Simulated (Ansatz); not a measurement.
# NbAs and the effect of the Hubbard U on Nb d

It takes space group I4_1md (No. 109, tetragonal). Conventional cell: a = 3.452 Å, b = 3.452 Å, c = 11.680 Å, α = 90.00°, β = 90.00°, γ = 90.00°. Nb (site symmetry 2mm) is surrounded by 6 As at 2.60 to 2.63 Å. As (site symmetry 2mm) is surrounded by 6 Nb at 2.60 to 2.63 Å.

Kept alike: task projected density of states; functional PBEsol; k mesh 11 × 11 × 11; occupations fermi-dirac, width 0.05 eV; no spin polarisation. Program: Ansatz, Ansatz PAW, cutoff 420 eV. The mesh is that of the run's cell of 4 atoms. No spin-orbit coupling.

| Hubbard U on Nb d, U (eV) | pressure (GPa) |
| --- | --- |
| 0 | -2.34 |
| 1 | -2.01 |
| 2 | -1.67 |
| 3 | -1.29 |
| 4 | -0.86 |
| 5 | -0.26 |
| 6 | 2.29 |

Pressure is positive in compression, with a Pulay correction for the finite cutoff. U acts here on a shell without spin polarisation. For a metal such a mesh leaves the last digits unconverged. How U acts hangs on the program's projectors. All rows use potentials made for PBE. U is the effective U - J on orthogonalised atomic projectors. Double counting: fully localised limit (the default).

Question: What does the Hubbard U on Nb d change here?

Answer: The pressure rises from -2.34 to 2.29 GPa between 0 and 6 eV. Its step between 5 and 6 is far larger than the others, which points to a change of electronic state.
